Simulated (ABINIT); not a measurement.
# Si2Mo (I4/mmm) in ABINIT: a series of runs

One crystal, Si2Mo, is run at these levels: PBE, LDA; tasks: relaxation of cell and atoms, single point.

Everything below comes from runs of ABINIT 10.8.3 (patched build). Logs are shortened: lines on timing, memory, paths and dates and some standing lists are left out, and cuts for length are marked. The log counts tension as positive stress, the text compression.

**1. Starting point**

The structure is tetragonal, space group I4/mmm (No. 139). The conventional cell has a = 3.200 Å, b = 3.200 Å, c = 7.861 Å, α = 90.00°, β = 90.00°, γ = 90.00°. Around Mo (site symmetry 4/mmm) lie 10 Si at 2.62 Å. Si (site symmetry 4mm) has 5 Si at 2.61 to 2.63 Å and 5 Mo at 2.62 Å as nearest neighbours.

**2. Relaxation of cell and atoms, PBE**

Input file run.abi:

```
# Pseudopotentials
pp_dirpath "./"
pseudos "Mo.upf, Si.upf"

# Structure
acell 3*1.0
rprim
    -3.0235617994     3.0235617994     7.4275685328
     3.0235617994    -3.0235617994     7.4275685328
     3.0235617994     3.0235617994    -7.4275685328
ntypat 2
znucl 42 14
natom 3
typat 1 2 2
chkprim 0
chksymtnons 0
tolsym 1.0e-6
xred
            0.0            0.0            0.0
   0.6670000000   0.6670000000            0.0
   0.3330000000   0.3330000000            0.0

# Plane-wave basis
ecut 40.0
ecutsm 0.5

# k points
kptopt 1
ngkpt 9 9 9
nshiftk 1
shiftk 0.0 0.0 0.0

# Exchange and correlation
ixc 11

# Bands and occupations
nband 15
occopt 3
tsmear 0.05 eV

# SCF cycle
nstep 80
tolvrs 1.0e-12

# Output
iomode 3
prteig 0
prtebands 0
prtwf 0
prtden 0

# Relaxation
ionmov 2
optcell 2
ntime 50
tolmxf 2.0e-5
dilatmx 1.08
```

Potentials or basis: PseudoDojo NC SR PBE v0.4.1 standard.

On the command line:

```sh
$ mpirun --bind-to none -np 4 abinit run.abi > log 2>&1
```

run.abo:

```text
.Version 10.8.3 of ABINIT
 Symmetries : space group I4/m m m (#139); Bravais tI (body-center tetrag.)
================================================================================
 Values of the parameters that define the memory need of the present run
     intxc =       0    ionmov =       2      iscf =       7    lmnmax =       6
     lnmax =       6     mgfft =      54  mpssoang =       3    mqgrid =    3001
     natom =       3  nloc_mem =       1    nspden =       1   nspinor =       1
    nsppol =       1      nsym =      16    n1xccc =    2501    ntypat =       2
    occopt =       3   xclevel =       2
       mpw =        4167          nfft =      157464          nkpt =          75
================================================================================
================================================================================

--------------------------------------------------------------------------------
------------- Echo of variables that govern the present computation ------------
--------------------------------------------------------------------------------
 -outvars: echo values of preprocessed input variables --------
            acell      1.0000000000E+00  1.0000000000E+00  1.0000000000E+00 Bohr
              amu      9.59400000E+01  2.80855000E+01
          chkprim           0
      chksymtnons           0
          dilatmx      1.08000000E+00
             ecut      4.00000000E+01 Hartree
           ecutsm      5.00000000E-01 Hartree
           ionmov           2
                       outvar_i_n : Printing only first  50 k-points.
              ixc          11
                       outvar_i_n : Printing only first  50 k-points.
         kptrlatt        9    0    0      0    9    0      0    0    9
          kptrlen      5.44241124E+01
            natom           3
            nband          15
            ngfft          54      54      54
             nkpt          75
            nstep          80
             nsym          16
            ntime          50
           ntypat           2
                       prtocc : prtvol=0, do not print more k-points.
           occopt           3
          optcell           2
           prtden           0
        prtebands           0
           prteig           0
            prtwf           0
            rprim     -3.0235617994E+00  3.0235617994E+00  7.4275685328E+00
                       3.0235617994E+00 -3.0235617994E+00  7.4275685328E+00
                       3.0235617994E+00  3.0235617994E+00 -7.4275685328E+00
          spgroup         139
           tolmxf      2.00000000E-05
           tolsym      1.00000000E-06
           tolvrs      1.00000000E-12
           tsmear      1.83746611E-03 Hartree
            typat      1  2  2
                       outvars : Printing only first  50 k-points.
           xangst      0.0000000000E+00  0.0000000000E+00  0.0000000000E+00
                       1.3376319501E-16 -9.8898455640E-17  5.2432869964E+00
                       3.8556339167E-17 -2.1150104970E-17  2.6177129982E+00
            xcart      0.0000000000E+00  0.0000000000E+00  0.0000000000E+00
                       2.5277580429E-16 -1.8689099543E-16  9.9083764228E+00
                       7.2860921443E-17 -3.9967905927E-17  4.9467606428E+00
             xred      0.0000000000E+00  0.0000000000E+00  0.0000000000E+00
                       6.6700000000E-01  6.6700000000E-01  1.0895231060E-17
                       3.3300000000E-01  3.3300000000E-01  5.4394481902E-18
            znucl       42.00000   14.00000

================================================================================

 chkinp: Checking input parameters for consistency.

================================================================================
== DATASET  1 ==================================================================

--- !DatasetInfo
iteration_state: {dtset: 1, }
dimensions: {natom: 3, nkpt: 75, mband: 15, nsppol: 1, nspinor: 1, nspden: 1, mpw: 4167, }
cutoff_energies: {ecut:  40.0, pawecutdg:  -1.0, }
electrons: {nelect:   2.20000000E+01, charge:   0.00000000E+00, occopt:   3.00000000E+00, tsmear:   1.83746611E-03, }
meta: {optdriver: 0, ionmov: 2, optcell: 2, iscf: 7, paral_kgb: 0, }
...

 Exchange-correlation functional for the present dataset will be:
  GGA: Perdew-Burke-Ernzerhof functional - ixc=11
  J.P.Perdew, K.Burke, M.Ernzerhof, PRL 77, 3865 (1996)

 Real(R)+Recip(G) space primitive vectors, cartesian coordinates (Bohr,Bohr^-1):
 R(1)= -3.0235618  3.0235618  7.4275685  G(1)=  0.0000000  0.1653679  0.0673168
 R(2)=  3.0235618 -3.0235618  7.4275685  G(2)=  0.1653679  0.0000000  0.0673168
 R(3)=  3.0235618  3.0235618 -7.4275685  G(3)=  0.1653679  0.1653679  0.0000000
 Unit cell volume ucvol=  2.7160913E+02 bohr^3
 Angles (23,13,12)=  1.38683989E+02  1.38683989E+02  5.98570360E+01 degrees

 getcut: wavevector=  0.0000  0.0000  0.0000  ngfft=  54  54  54
         ecut(hartree)=     46.656   => boxcut(ratio)=   2.04972

--- Pseudopotential description ------------------------------------------------
- pspini: atom type   1  psp file is ./Mo.upf
  42.00000  14.00000  171031                  znucl, zion, pspdat
12 -101130 2 -1 1640                          pspcod,pspxc,lmax,lloc,mmax
     nproj     2     2     2

- pspini: atom type   2  psp file is ./Si.upf
  14.00000   4.00000  171031                  znucl, zion, pspdat
12 -101130 2 -1 1510                          pspcod,pspxc,lmax,lloc,mmax
     nproj     2     2     2

   7.62154122E+02                                ecore*ucvol(ha*bohr**3)
--------------------------------------------------------------------------------

================================================================================

=== [ionmov= 2] Broyden-Fletcher-Goldfarb-Shanno method (forces)
================================================================================

--- Iteration: ( 1/50) Internal Cycle: (1/1)
--------------------------------------------------------------------------------

---SELF-CONSISTENT-FIELD CONVERGENCE--------------------------------------------
[... 930 lines left out ...]
 Difference of energy with previous step (new-old):
           Absolute (Ha)=-1.15377E-08
           Relative     =-1.46426E-10

 At Broyd/MD step   9, gradients are converged :
  max grad (force/stress) = 1.1996E-05 < tolmxf= 2.0000E-05 ha/bohr (free atoms)

================================================================================

 ----iterations are completed or convergence reached----

 Mean square residual over all n,k,spin=   71.433E-12; max=  78.733E-09
 reduced coordinates (array xred) for    3 atoms
       0.000000000000     -0.000000000000     -0.000000000000
       0.664742236721      0.664742236721      0.000000000000
       0.335257763279      0.335257763279      0.000000000000
 rms dE/dt=  9.8768E-06; max dE/dt=  1.2097E-05; dE/dt below (all hartree)
    1       0.000000000000      0.000000000000      0.000000000000
    2       0.000012096591      0.000012096591     -0.000012096591
    3      -0.000012096591     -0.000012096591      0.000012096591

 cartesian coordinates (angstrom) at end:
    1     -0.00000000000000    -0.00000000000000     0.00000000000000
    2      0.00000000000000    -0.00000000000000     5.23275691634928
    3      0.00000000000000    -0.00000000000000     2.63910171890103

 cartesian forces (hartree/bohr) at end:
    1     -0.00000000000000    -0.00000000000000    -0.00000000000000
    2      0.00000000000000     0.00000000000000    -0.00000162636064
    3     -0.00000000000000    -0.00000000000000     0.00000162636064
 frms,max,avg= 7.6667376E-07 1.6263606E-06   0.000E+00  0.000E+00  0.000E+00 h/b

 cartesian forces (eV/Angstrom) at end:
    1     -0.00000000000000    -0.00000000000000    -0.00000000000000
    2      0.00000000000000     0.00000000000000    -0.00008363082651
    3     -0.00000000000000    -0.00000000000000     0.00008363082651
 frms,max,avg= 3.9423950E-05 8.3630827E-05   0.000E+00  0.000E+00  0.000E+00 e/A
 length scales=  8.591462307360  8.591462307360  8.591462307360 bohr
              =  4.546406058303  4.546406058303  4.546406058303 angstroms
 Fermi (or HOMO) energy (hartree) =   0.45375   Average Vxc (hartree)=  -0.45266
 Eigenvalues (hartree) for nkpt=  75  k points:
 kpt#   1, nband= 15, wtk=  0.00137, kpt=  0.0000  0.0000  0.0000 (reduced coord)
  -1.77634   -0.82605   -0.82344   -0.82344   -0.03337    0.22428    0.33040    0.34634
   0.36122    0.36122    0.46924    0.56886    0.57611    0.58342    0.58342
      occupation numbers for kpt#   1
   2.00000    2.00000    2.00000    2.00000    2.00000    2.00000    2.00000    2.00000
   2.00000    2.00000    0.00044    0.00000    0.00000    0.00000    0.00000
 prteigrs : prtvol=0 or 1, do not print more k-points.

--- !EnergyTerms
iteration_state     : {dtset: 1, itime: 9, icycle: 1, }
comment             : Components of total free energy in Hartree
kinetic             :  2.56616778275707E+01
hartree             :  1.51337161483149E+01
xc                  : -1.35711635092654E+01
Ewald energy        : -6.24468974011163E+01
psp_core            :  2.77066713444720E+00
local_psp           : -5.60024106327726E+01
non_local_psp       :  9.65861875936324E+00
internal            : -7.87957916734583E+01
'-kT*entropy'       : -7.71896729948013E-05
total_energy        : -7.87958688631312E+01
total_energy_eV     : -2.14414482222233E+03
band_energy         : -4.57705999593559E+00
...

 rms coord change=  1.5052E-03   atom, delta coord (reduced):
     1        0.000000000000     -0.000000000000     -0.000000000000
     2       -0.002257763279     -0.002257763279     -0.000000000000
     3        0.002257763279      0.002257763279      0.000000000000

 Cartesian components of stress tensor (hartree/bohr^3)
  sigma(1 1)= -1.19961355E-07  sigma(3 2)=  0.00000000E+00
  sigma(2 2)= -1.19961355E-07  sigma(3 1)=  0.00000000E+00
  sigma(3 3)= -6.92208551E-08  sigma(2 1)=  0.00000000E+00

-Cartesian components of stress tensor (GPa)         [Pressure=  3.0318E-03 GPa]
- sigma(1 1)= -3.52938490E-03  sigma(3 2)=  0.00000000E+00
- sigma(2 2)= -3.52938490E-03  sigma(3 1)=  0.00000000E+00
- sigma(3 3)= -2.03654787E-03  sigma(2 1)=  0.00000000E+00

== END DATASET(S) ==============================================================
================================================================================

 -outvars: echo values of variables after computation  --------
            acell      8.5914623074E+00  8.5914623074E+00  8.5914623074E+00 Bohr
           etotal     -7.8795868863E+01
            fcart     -1.4117215788E-22 -0.0000000000E+00 -0.0000000000E+00
                       7.3583072839E-22  4.5348641264E-22 -1.6263606377E-06
                      -5.9465857052E-22 -4.5348641264E-22  1.6263606377E-06
            rprim     -3.5392322379E-01  3.5392322379E-01  8.6572322559E-01
                       3.5392322379E-01 -3.5392322379E-01  8.6572322559E-01
                       3.5392322379E-01  3.5392322379E-01 -8.6572322559E-01
           strten     -1.1996135459E-07 -1.1996135460E-07 -6.9220855093E-08
                       0.0000000000E+00  0.0000000000E+00  0.0000000000E+00
           xangst     -3.2274058401E-19 -4.7000749093E-20  6.1968174121E-19
                       2.2630392480E-16 -1.9850847881E-16  5.2327569163E+00
                       3.4189353245E-17 -1.1002021745E-17  2.6391017189E+00
             xred      6.4116283593E-20 -2.1566236730E-20 -1.1489224724E-19
                       6.6474223672E-01  6.6474223672E-01  8.6370685846E-18
                       3.3525776328E-01  3.3525776328E-01  7.2051577282E-18
 Calculation completed.
```

It took 7.7 min on 4 MPI ranks of Arm Neoverse V2, shared host; peak memory 0.52 GiB.

What came out:

```yaml
Free_energy: -2144.1448 eV
Relaxed_volume: 13.59 Å³/atom
Relaxed_cell: a = 4.546 Å, b = 4.546 Å, c = 4.546 Å, α = 138.55°, β = 138.55°, γ = 60.07°
Space_group_after_relaxing_to_0.05_Å: I4/mmm (No. 139)
Energy_gained_by_relaxing: 3.2 meV/atom
Ionic_steps: 9
Pressure_after_relaxing: 0.0 GPa
Band_gap_on_the_k_mesh: none (metal or under the smearing width)
```

The path:
```
step  energy change (eV)  largest force (eV/Å)  pressure (GPa)  volume (Å³)
   1              0.0000                0.3029            2.35        40.25
   2             -0.0050                0.2582            0.88        40.54
   3             -0.0082                0.1550           -0.52        40.84
   4             -0.0091                0.0891           -0.56        40.86
   5             -0.0096                0.0120           -0.20        40.80
   6             -0.0096                0.0011           -0.02        40.77
   7             -0.0097                0.0001            0.04        40.76
   8             -0.0097                0.0002            0.02        40.76
   9             -0.0097                0.0001            0.00        40.76
```

Final structure:
```xyz
3
Lattice="-1.6091 1.6091 3.9359 1.6091 -1.6091 3.9359 1.6091 1.6091 -3.9359" Properties=species:S:1:pos:R:3 pbc="T T T"
Mo    0.0000    0.0000    0.0000
Si    0.0000    0.0000    5.2328
Si    0.0000    0.0000    2.6391
```

PBE usually gives volumes a little too large and moduli too small. Zero-point motion and thermal expansion aren't in these numbers.

(Part 1 of 3 ends here.)
